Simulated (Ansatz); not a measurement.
# CO on Cu (Copper) (111)

This session takes Cu (Copper) and sets out to prepare the clean (111) slab, then find where and how strongly CO adsorbs.

Program: Ansatz 0.2.0. Level of theory: DFT RPBE, scalar-relativistic, plane waves, PAW. These are calculated values, not measurements.

### 1 Starting point

Symmetry: Fm-3m, No. 225, cubic system. Conventional cell: a = 3.673 Å, b = 3.673 Å, c = 3.673 Å, α = 90.00°, β = 90.00°, γ = 90.00°. Around Cu (site symmetry m-3m) lie 12 Cu at 2.60 Å.

Coordinates:

```cif
data_structure
_symmetry_space_group_name_H-M 'P 1'
_symmetry_Int_Tables_number 1
_cell_length_a 2.5974
_cell_length_b 2.5974
_cell_length_c 2.5974
_cell_angle_alpha 60.000
_cell_angle_beta 60.000
_cell_angle_gamma 60.000
_cell_volume 12.39
loop_
_atom_site_label
_atom_site_type_symbol
_atom_site_fract_x
_atom_site_fract_y
_atom_site_fract_z
_atom_site_occupancy
Cu1 Cu 0.00000 0.00000 0.00000 1
```

It is the result of an earlier relaxation at this level (volume 12.39 Å³/atom; gap on the mesh: none (metal)).

### 2 Cutting the slab

Miller indices refer to the conventional cell of the relaxed bulk, Fm-3m (No. 225): a = 3.673 Å, b = 3.673 Å, c = 3.673 Å, α = 90.00°, β = 90.00°, γ = 90.00°.

A (111) slab, 6.4 Å thick as cut, with 17 Å of vacuum, in a 2×1 surface cell; its outer planes are Cu (top) and Cu (bottom).

The slab as cut. Its planes from the bottom up:

| plane | atoms per cell | height over the lowest (Å) |
| --- | --- | --- |
| 1 | Cu2 | 0.00 |
| 2 | Cu2 | 2.12 |
| 3 | Cu2 | 4.24 |
| 4 | Cu2 | 6.36 |

### 3 The clean surface, relaxed

input.yaml

```yaml
crystal:
  lattice:
    - [5.1947230328, 0.0, 0.0]
    - [-1.2986807582, 2.249381056, 0.0]
    - [0.0, 0.0, 23.3622103927]
  atoms:
    - { symbol: Cu, position: [0.3333333333, 0.3333333333, 0.3638354358] }
    - { symbol: Cu, position: [0.8333333333, 0.3333333333, 0.3638354358] }
    - { symbol: Cu, position: [0.6666666667, 0.6666666667, 0.4546118119] }
    - { symbol: Cu, position: [0.1666666667, 0.6666666667, 0.4546118119] }
    - { symbol: Cu, position: [0.0, 0.0, 0.5453881881] }
    - { symbol: Cu, position: [0.5, 0.0, 0.5453881881] }
    - { symbol: Cu, position: [0.3333333333, 0.3333333333, 0.6361645642] }
    - { symbol: Cu, position: [0.8333333333, 0.3333333333, 0.6361645642] }
basis:
  ecutwfc: 420
kpoints:
  mp_grid: { grid: [7, 13, 1] }
hamiltonian:
  xc: rpbe
scf:
  occupations: { method: gaussian, width: 0.1 }
output:
  forces: true
  eigenvalues: true
relax:
  adjacent_minimum: "off"
  f_tol: 0.03
  max_steps: 70
  constraints: [{ sites: [0, 1, 2, 3] }]
efield:
  axis: 3
  dipole_correction: true
```

The run is started by

```console
ansatz run input.yaml --threads 2 --pin off --max-ram 5120MiB --backend cpu --events-out ev --progress --plain --runs-dir out
```

Further runs follow: start: CO, top (Cu); start: CO, hollow (nearest Cu); CO put at a bridge (Cu-Cu) site; CO at the hollow over Cu site.

Before running it: what results should come out? Wanted: clean slab: work function; CO: lowest end.

**Answer**, as computed:

| quantity | value |
| --- | --- |
| clean slab: work function | 4.64 eV |
| CO: lowest end | from the top (Cu) start, 1 bonded, 1.88 Å high |

In words: It raises the work function by 0.34 eV, as a dipole layer with its negative end outwards does. A start on a symmetric site keeps its symmetry, so an end may be a saddle point and not a minimum. The final runs have no spin polarisation, so no magnetic state was tried and one may lie lower.
